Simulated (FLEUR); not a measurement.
# NaI (Fm-3m) in FLEUR: notebook

Runs on NaI. Level: PBE. Tasks: equation of state.

Everything below comes from runs of FLEUR MaX-R8.1 (later development tree). Logs are shortened: lines on timing, memory, paths and dates and some standing lists are left out, and cuts for length are marked.

## Step 1: The structure

Symmetry: Fm-3m, No. 225, cubic system. Conventional cell: a = 6.473 Å, b = 6.473 Å, c = 6.473 Å, α = 90.00°, β = 90.00°, γ = 90.00°. I (site symmetry m-3m) is surrounded by 6 Na at 3.24 Å. Na (site symmetry m-3m) is surrounded by 6 I at 3.24 Å.

## Step 2: Equation of state, PBE, 31.87 Å³/atom (volume scaled by 0.94)

Contents of inp.xml:

```xml
<?xml version="1.0" encoding="UTF-8" standalone="no"?>
<fleurInput fleurInputVersion="0.39">
   <comment>
      NaI                                                                                                 
   </comment>
   <calculationSetup>
      <cutoffs Kmax="3.8" Gmax="11.8" GmaxXC="11.8" numbands="0"/>
      <scfLoop itmax="60" minDistance="0.00001" maxIterBroyd="15" imix="Anderson" alpha="0.05" precondParam="0.0" spinf="2.0" sdNocoIR="T"/>
      <coreElectrons ctail="T" frcor="F" kcrel="0" coretail_lmax="0"/>
      <xcFunctional name="pbe" relativisticCorrections="F"/>
      <magnetism jspins="1"/>
      <soc l_soc="F" theta="0.0" phi="0.0" spav="F"/>
      <expertModes spex="0" secvar="F"/>
      <geometryOptimization l_f="F" forcealpha="1.0" forcemix="BFGS" epsdisp="0.0005" epsforce="0.0002"/>
      <ldaU l_linMix="F" mixParam="0.05" spinf="1.0"/>
   </calculationSetup>
   <cell>
      <bzIntegration valenceElectrons="32.0" mode="hist" fermiSmearingEnergy="0.00183747">
         <kPointListSelection listName="default-1"/>
         <!-- k-points included here -->
         <xi:include xmlns:xi="http://www.w3.org/2001/XInclude" href="kpts.xml"> </xi:include>
      </bzIntegration>
      <!-- symmetry operations included here -->
      <xi:include xmlns:xi="http://www.w3.org/2001/XInclude" href="sym.xml"> </xi:include>
      <bulkLattice scale="0.9795861087">
         <bravaisMatrix>
            <row-1>    0.0000000000000000     6.1159096296554400     6.1159096296554400</row-1>
            <row-2>    6.1159096296554400     0.0000000000000000     6.1159096296554400</row-2>
            <row-3>    6.1159096296554400     6.1159096296554400     0.0000000000000000</row-3>
         </bravaisMatrix>
      </bulkLattice>
   </cell>
   <atomSpecies>
      <species name="Iodine (I)" element="I" atomicNumber="53">
         <mtSphere radius="2.66" gridPoints="879" logIncrement="0.015"/>
         <atomicCutoffs lmax="11" lnonsphr="8"/>
         <electronConfig flipSpins="F">
            <coreConfig>(1s1/2) (2s1/2) (2p1/2) (2p3/2) (3s1/2) (3p1/2) (3p3/2) (4s1/2) (3d3/2) (3d5/2)</coreConfig>
            <valenceConfig>(4p1/2) (4p3/2) (5s1/2) (4d3/2) (4d5/2) (5p1/2) (5p3/2)</valenceConfig>
            <stateOccupation state="(5p1/2)" spinUp="0.833333" spinDown="0.833333"/>
            <stateOccupation state="(5p3/2)" spinUp="1.666667" spinDown="1.666667"/>
         </electronConfig>
         <energyParameters s="5" p="5" d="5" f="4"/>
         <lo type="SCLO" l="1" n="4" eDeriv="0"/>
         <lo type="SCLO" l="1" n="4" eDeriv="1"/>
         <lo type="SCLO" l="2" n="4" eDeriv="0"/>
         <lo type="SCLO" l="2" n="4" eDeriv="1"/>
         <lo type="SCLO" l="0" n="5" eDeriv="2"/>
         <lo type="SCLO" l="3" n="4" eDeriv="2"/>
      </species>
      <species name="Sodium (Na)" element="Na" atomicNumber="11">
         <mtSphere radius="2.66" gridPoints="879" logIncrement="0.013"/>
         <atomicCutoffs lmax="11" lnonsphr="8"/>
         <electronConfig flipSpins="F">
            <coreConfig>(1s1/2)</coreConfig>
            <valenceConfig>(2s1/2) (2p1/2) (2p3/2) (3s1/2)</valenceConfig>
            <stateOccupation state="(3s1/2)" spinUp="0.500000" spinDown="0.500000"/>
         </electronConfig>
         <energyParameters s="3" p="2" d="3" f="4"/>
         <lo type="SCLO" l="0" n="2" eDeriv="0"/>
         <lo type="HELO" l="1" n="3" eDeriv="0"/>
         <lo type="HELO" l="1" n="3" eDeriv="1"/>
         <lo type="SCLO" l="2" n="3" eDeriv="2"/>
         <lo type="SCLO" l="3" n="4" eDeriv="2"/>
      </species>
   </atomSpecies>
   <atomGroups>
      <atomGroup species="Iodine (I)">
         <relPos label="                   1">1.000/2.000 1.000/2.000 1.000/2.000</relPos>
         <force calculate="T" relaxXYZ="TTT"/>
      </atomGroup>
      <atomGroup species="Sodium (Na)">
         <relPos label="                   2">.0000000000 .0000000000 .0000000000</relPos>
         <force calculate="T" relaxXYZ="TTT"/>
      </atomGroup>
   </atomGroups>
   <output dos="F" band="F" slice="F">
      <checks vchk="F" cdinf="F"/>
      <bandDOS minEnergy="-.5*Htr" maxEnergy="0.5*Htr" sigma="0.015" storeEVData="T"/>
      <vacuumDOS vacdos="F" integ="F" star="F" nstars="0" locx1="0.0" locy1="0.0" locx2="0.0" locy2="0.0" nstm="0" tworkf="0.0"/>
      <unfoldingBand unfoldBand="F" supercellX="1" supercellY="1" supercellZ="1"/>
      <plotting iplot="0" polar="F">
         <plot TwoD="T" vec1="  1.0  0.0  0.0" vec2="  0.0  1.0  0.0" vec3="  0.0  0.0  1.0" zero="  0.0  0.0  0.0" file="plot"/>
      </plotting>
      <chargeDensitySlicing numkpt="0" minEigenval="0.0" maxEigenval="0.0" nnne="0" pallst="F"/>
      <specialOutput eonly="F"/>
      <moessbauerParams electricFieldGradient="T" isomerShift="T" coreHyperfine="T" valenceHyperfine="T"/>
      <magneticCircularDichroism mcd="F" energyLo="-10.0" energyUp="0.0"/>
   </output>
  <!-- We include the file relax.xml here to enable relaxations (see documentation) -->
  <xi:include xmlns:xi="http://www.w3.org/2001/XInclude" href="relax.xml"> <xi:fallback/> </xi:include>
</fleurInput>
```

Potentials or basis: all-electron, FLAPW.

The run is started by

```sh
$ inpgen -f crystal.txt -profile fastHighL
$ # inp.xml edited to the form shown
$ fleur_MPI
```

Output:

```text
Welcome to FLEUR        (www.flapw.de)
      MaX-Release 8.1          (www.max-centre.eu)

 ========== k-point set info ==========
 Selected k-point list: default-1
 k-point list type: mesh
 7 x 7 x 7
 Number of k points: 20

 ------------Calculation Setup---------------------------
 Number of MPI-tasks      :            1
 Number of PE/node        :            1
 Number of OMP-threads    :            1
 Most efficient MPI parallelization for:
           1           2           4           5          10          20
 Additional eigenvalue parallelization possible
 Number of basis functions:          495
 Approximate size of matrices (H+S) per k-point:         0.004 GB
 --------------------------------------------------------
 Iteration:     1   Distance:       3.82127401 me/bohr^3
 Iteration:     2   Distance:       3.60588701 me/bohr^3
 Iteration:     3   Distance:       1.22209587 me/bohr^3
 Iteration:     4   Distance:       0.49580619 me/bohr^3
 Iteration:     5   Distance:       0.44242893 me/bohr^3
 Iteration:     6   Distance:       0.04329745 me/bohr^3
 Iteration:     7   Distance:       0.04289242 me/bohr^3
 Iteration:     8   Distance:       0.00782533 me/bohr^3
 Iteration:     9   Distance:       0.00211320 me/bohr^3
 Iteration:    10   Distance:       0.00155958 me/bohr^3
 Iteration:    11   Distance:       0.00028150 me/bohr^3
 Iteration:    12   Distance:       0.00003764 me/bohr^3
 Iteration:    13   Distance:       0.00003206 me/bohr^3
 Iteration:    14   Distance:       0.00000144 me/bohr^3

 ********************************************************************
 Run finished successfully
 Stop message:
   all done
 ********************************************************************
```

out.xml (last iteration):

```text
<iteration numberForCurrentRun="   14" overallNumber="   14">
         <energyParameters units="Htr">
            <atomicEP atomType="1" spin="1" branch="5s" branchLowest="-6.32" branchHighest="0.03" value="-0.3572559321"/>
            <atomicEP atomType="1" spin="1" branch="5p" branchLowest="-4.37" branchHighest="0.67" value="-0.0107303873"/>
            <atomicEP atomType="1" spin="1" branch="5d" branchLowest="-1.52" branchHighest="1.77" value="0.2664169485"/>
            <atomicEP atomType="1" spin="1" branch="4f" branchLowest="-9.99" branchHighest="1.29" value="0.4299080420"/>
            <loAtomicEP atomType="1" spin="1" branch="4p" branchLowest="-31.23" branchHighest="-4.37" value="-4.3819001499"/>
            <loAtomicEP atomType="1" spin="1" branch="4p" branchLowest="-31.23" branchHighest="-4.37" value="-4.3819001499"/>
            <loAtomicEP atomType="1" spin="1" branch="4d" branchLowest="-21.93" branchHighest="-1.52" value="-1.5281120863"/>
            <loAtomicEP atomType="1" spin="1" branch="4d" branchLowest="-21.93" branchHighest="-1.52" value="-1.5281120863"/>
            <loAtomicEP atomType="1" spin="1" branch="5s" branchLowest="-6.32" branchHighest="0.03" value="-0.3572559321"/>
            <loAtomicEP atomType="1" spin="1" branch="4f" branchLowest="-9.99" branchHighest="1.29" value="0.4299065160"/>
            <atomicEP atomType="2" spin="1" branch="3s" branchLowest="-1.80" branchHighest="1.27" value="0.2139090004"/>
            <atomicEP atomType="2" spin="1" branch="2p" branchLowest="-9.99" branchHighest="-0.76" value="-0.7669630091"/>
            <atomicEP atomType="2" spin="1" branch="3d" branchLowest="-9.99" branchHighest="1.74" value="0.4767637825"/>
            <atomicEP atomType="2" spin="1" branch="4f" branchLowest="-9.99" branchHighest="3.05" value="0.6416034901"/>
            <loAtomicEP atomType="2" spin="1" branch="2s" branchLowest="-37.70" branchHighest="-1.80" value="-1.8012444063"/>
            <heloAtomicEP atomType="2" spin="1" branch="3p" branchLowest="1.08" branchHighest="1.08" value="1.0799372854"/>
            <heloAtomicEP atomType="2" spin="1" branch="3p" branchLowest="1.08" branchHighest="1.08" value="1.0799372854"/>
            <loAtomicEP atomType="2" spin="1" branch="3d" branchLowest="-9.99" branchHighest="1.74" value="0.4767640255"/>
            <loAtomicEP atomType="2" spin="1" branch="4f" branchLowest="-9.99" branchHighest="3.05" value="0.6416061125"/>
         </energyParameters>
         <eigenvalues>
            <eigenvaluesAt spin="1" ikpt="1" k_x="0.00000000" k_y="0.00000000" k_z="0.00000000">
                      -4.3684670831       -4.3684670831       -4.3684670831       -1.8012661044       -1.5318923703
                      -1.5318923703       -1.5317330330       -1.5317330330       -1.5317330330       -0.7692430390
                      -0.7692430390       -0.7692430390       -0.3578357822        0.0533470882        0.0533470882
                       0.0533470882        0.1936167519        0.3457992018        0.3457992018        0.3457992018
                       0.4179852426        0.4179852426        0.4376433183        0.4858542419        0.4858542419
            </eigenvaluesAt>
            <eigenvaluesAt spin="1" ikpt="2" k_x="0.00000000" k_y="0.00000000" k_z="0.14285714">
                      -4.3684669563       -4.3684669563       -4.3684669052       -1.8012652634       -1.5318890099
                      -1.5318890099       -1.5317300006       -1.5317297536       -1.5317297536       -0.7692934452
                      -0.7692452103       -0.7692452103       -0.3554251900        0.0300214807        0.0509425520
                       0.0509425520        0.2184269549        0.3303431638        0.3530215529        0.3530215529
                       0.3997069894        0.3997069894        0.4606807508        0.4931505981        0.5281940480
            </eigenvaluesAt>
            <eigenvaluesAt spin="1" ikpt="3" k_x="0.00000000" k_y="0.00000000" k_z="0.28571429">
                      -4.3684669730       -4.3684669719       -4.3684669719       -1.8012634574       -1.5318896514
                      -1.5318896514       -1.5317304917       -1.5317279397       -1.5317279397       -0.7694072358
[... 21 lines left out ...]
            <totalCharge value="32.0000000000"/>
         </valenceDensity>
         <coreStates atomType="     1" atomicNumber=" 53" spin="1" kinEnergy="   7215.9247331803" eigValSum="  -4297.6671959746" lostElectrons=" 0.000005">
            <state n="1" l="0" j="0.5" energy="-1211.0047552880" weight="1.0000000000"/>
            <state n="2" l="0" j="0.5" energy="-186.7832823885" weight="1.0000000000"/>
            <state n="2" l="1" j="0.5" energy="-175.2246203807" weight="1.0000000000"/>
            <state n="2" l="1" j="1.5" energy="-164.2455584929" weight="2.0000000000"/>
            <state n="3" l="0" j="0.5" energy="-37.4524274896" weight="1.0000000000"/>
            <state n="3" l="1" j="0.5" energy="-32.6747540020" weight="1.0000000000"/>
            <state n="3" l="1" j="1.5" energy="-30.6084988919" weight="2.0000000000"/>
            <state n="4" l="0" j="0.5" energy="-6.3171181142" weight="1.0000000000"/>
            <state n="3" l="2" j="1.5" energy="-22.1944037484" weight="2.0000000000"/>
            <state n="3" l="2" j="2.5" energy="-21.7599060193" weight="3.0000000000"/>
         </coreStates>
         <coreStates atomType="     2" atomicNumber=" 11" spin="1" kinEnergy="    112.8210078203" eigValSum="    -75.4006847296" lostElectrons=" 0.000000">
            <state n="1" l="0" j="0.5" energy="-37.7003423648" weight="1.0000000000"/>
         </coreStates>
         <allElectronCharges>
            <spinDependentCharge spin="1" total="64.0000000" interstitial="2.5743749" mtSpheres="61.4256251"/>
            <totalCharge value="63.9999999966"/>
         </allElectronCharges>
         <moessbauerParams unitsHFF="kG" unitsIS="e/bohr^3" unitsEFG="Htr/bohr^2">
            <coreIsomerShift atomType="1" isTotal="254047.82147">
               <shell n="1" l="0" isomerShift="220328.22797"/>
               <shell n="2" l="0" isomerShift="26438.82481"/>
               <shell n="2" l="1" isomerShift="727.66376"/>
               <shell n="3" l="0" isomerShift="5268.34729"/>
               <shell n="3" l="1" isomerShift="157.54936"/>
               <shell n="4" l="0" isomerShift="1127.20825"/>
               <shell n="3" l="2" isomerShift="0.00003"/>
            </coreIsomerShift>
            <coreIsomerShift atomType="2" isTotal="827.85922">
               <shell n="1" l="0" isomerShift="827.85922"/>
            </coreIsomerShift>
            <isomerShift atomType="1" nucleusRadius="0.0001187" averageDensity="254190.62417"/>
            <isomerShift atomType="2" nucleusRadius="0.0000672" averageDensity="878.25696"/>
            <electricFieldGradient atomType="1" VXX="0.00000" VYY="0.00000" VZZ="0.00000" asymParam="0.00000">
            </electricFieldGradient>
            <electricFieldGradient atomType="2" VXX="0.00000" VYY="0.00000" VZZ="0.00000" asymParam="0.00000">
            </electricFieldGradient>
         </moessbauerParams>
         <totalEnergy                                    value="    -7281.5159420452" units="Htr">
            <sumOfEigenvalues                            value="    -4423.4174159951">
               <coreElectrons value="-4373.0678807043"/>
               <valenceElectrons value="-50.3495352908"/>
            </sumOfEigenvalues>
            <densityCoulombPotentialIntegral value="-11874.5275685575"/>
            <densityEffectivePotentialIntegral value="-12130.2628177364"/>
            <chargeDenXCDenIntegral value="-196.0796196275"/>
            <FockExchangeEnergyValence value="0.0000000000"/>
            <FockExchangeEnergyCore value="0.0000000000"/>
            <atomTypeDependentContributions atomType="1">
               <electronNucleiInteractionDifferentMTs value="8636.6023786104"/>
               <MadelungTerm value="-21.5950098752"/>
            </atomTypeDependentContributions>
            <atomTypeDependentContributions atomType="2">
               <electronNucleiInteractionDifferentMTs value="194.3323858552"/>
               <MadelungTerm value="-2.4881655394"/>
            </atomTypeDependentContributions>
            <tkbTimesEntropy value="0.0000000000"/>
            <freeEnergy value="-7281.5159420452"/>
            <extrapolationTo0K value="-7281.5159420452"/>
         </totalEnergy>
         <densityConvergence units="me/bohr^3">
            <chargeDensity spin="1" distance="0.0000014418"/>
         </densityConvergence>
      </iteration>
```

It took 32 s on 1 thread of Arm Neoverse V1, shared host; peak memory 0.07 GiB.

What came out:

```
Free energy                                           : -198140.1428 eV
Band gap on the k mesh                                : 3.82 eV, direct
Valence electrons inside the program's atomic spheres : I 21.18; Na 8.24 (radii I 2.66, Na 2.66 bohr)
```

Caveat: spin-orbit coupling is left out, which moves the levels of the heavy elements.

(Continued in part 2 of 2.)
